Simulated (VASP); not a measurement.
Write the native input for VASP 6.6.1 that does the following.

- Task: relaxation of shape and atoms at fixed volume
- Functional: PBEsol
- Potentials or basis: VASP PAW PBE potentials, release 64 (Mo_sv, P)
- Cutoff: 600 eV
- k mesh: 15 × 15 × 11
- Occupations: methfessel-paxton, width 0.1 eV
- Spin: no spin polarisation
- Further INCAR settings: ALGO = Fast; EDIFF = 1e-07; IBRION = 2; EDIFFG = -0.01; NSW = 40; ISIF = 4

The structure of MoP lies in POSCAR:

```
MoP                                     
1.0
    3.2714824166     -0.0000000000      0.0000000000
   -1.6357412083      2.8331868808     -0.0000000000
   -0.0000000000      0.0000000000      3.2355225511
  Mo              P             
     1     1
Direct
     0.0000000000000000    0.0000000000000000    0.0000000000000000
     0.3333333332999970    0.6666666667000030    0.5000000000000000
```

The cell isn't the ideal one: a relaxed cell with its volume scaled by 1.06.

The input as run:

INCAR

```
  PREC = Accurate
  ENCUT = 600
  EDIFF = 1E-7
  ISMEAR = 1
  SIGMA = 0.1
  LREAL = False
  LASPH = True
  NELM = 80
  ALGO = Fast
  ISIF = 4
  LWAVE = False
  LCHARG = False
  GGA = PS
  IBRION = 2
  NSW = 40
  EDIFFG = -0.01
```

KPOINTS

```
Automatic mesh
0
Gamma
  15 15 11
```

Potentials or basis: VASP PAW PBE potentials, release 64 (Mo_sv, P).

Launch:

```bash
$ cat potpaw_PBE.64/Mo_sv/POTCAR potpaw_PBE.64/P/POTCAR > POTCAR
$ mpirun -np 1 vasp_std > vasp.out
```

It gave:

```yaml
Energy_gained_by_relaxing: 1.2 meV/atom
Ionic_steps: 3
Pressure_after_relaxing: -12.0 GPa
Band_gap_on_the_k_mesh: none (metal or under the smearing width)
```

Caveat: the PAW data sets were made with another functional, which shifts forces and pressure a little.

Run time: 2.1 min on 1 thread of Intel(R) Xeon(R) Platinum 8488C (Sapphire Rapids), on a shared host, peak memory 0.22 GiB.
